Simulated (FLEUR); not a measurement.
## ZrC: band structure with RPBE

Crystal: ZrC.

```xyz
2
Lattice="0.0000 2.3650 2.3650 2.3650 0.0000 2.3650 2.3650 2.3650 0.0000" Properties=species:S:1:pos:R:3 pbc="T T T"
Zr    2.3650    2.3650    2.3650
C     0.0000    0.0000    0.0000
```

```json
{"Program": "FLEUR MaX-R8.1 (later development tree)", "Task": "band structure", "Functional": "RPBE", "Potentials or basis": "all-electron", "Basis": "FLAPW", "Kmax": "4.42 1/bohr", "k mesh": "8 × 8 × 8", "Occupations": "fermi-dirac, width 0.05 eV", "Spin": "spin-orbit coupling, no magnetisation", "Gmax": "13.7 1/bohr", "Muffin-tin radii": "Zr 2.51, C 1.63 bohr", "lmax": "Zr 10, C 8", "Local orbitals a species": "Zr 5, C 3", "Max iterations": "60", "Mixing factor": "0.05", "Mixer": "Anderson", "Mixer history": "15", "Density convergence": "1e-05 me/bohr^3"}
```

```json
{
  "Band gap along the path": "none (metal or under the smearing width)",
  "Valence electrons inside the program's atomic spheres": "Zr 9.80; C 2.75 (radii Zr 2.51, C 1.63 bohr)"
}
```

Levels at the corners of the path, in eV from the Fermi level:
```tsv
point	band 13	band 14	band 15	band 16	band 17	band 18	band 19	band 20
Γ	0.98	0.98	0.98	0.98	1.19	1.19	1.19	1.19
X	-1.58	-1.58	0.01	0.01	0.12	0.12	4.39	4.39
W	-2.36	-2.36	-2.22	-2.22	3.32	3.32	3.34	3.34
K	-2.26	-2.26	-1.52	-1.52	1.58	1.58	4.89	4.89
Γ	0.98	0.98	0.98	0.98	1.19	1.19	1.19	1.19
L	-2.84	-2.84	-2.82	-2.82	4.51	4.51	4.52	4.52
U	-2.26	-2.26	-1.52	-1.52	1.58	1.58	4.89	4.89
W	-2.36	-2.36	-2.22	-2.22	3.32	3.32	3.34	3.34
L	-2.84	-2.84	-2.82	-2.82	4.51	4.51	4.52	4.52
K	-2.26	-2.26	-1.52	-1.52	1.58	1.58	4.89	4.89
U	-2.26	-2.26	-1.52	-1.52	1.58	1.58	4.89	4.89
X	-1.58	-1.58	0.01	0.01	0.12	0.12	4.39	4.39
```

Core levels (eV from the Fermi level):
```tsv
atom	levels
1 Zr	1s1/2 -17811.5, 2s1/2 -2461.5, 2p1/2 -2251.7, 2p3/2 -2165.9, 3s1/2 -398.1, 3p1/2 -320.1, 3p3/2 -306.4, 3d3/2 -169.2, 3d5/2 -166.7
2 C	1s1/2 -264.5
```

Wall time 19 min on 1 thread of Intel(R) Xeon(R) 6975P-C (Granite Rapids), with other jobs on the host, peak memory 0.37 GiB.
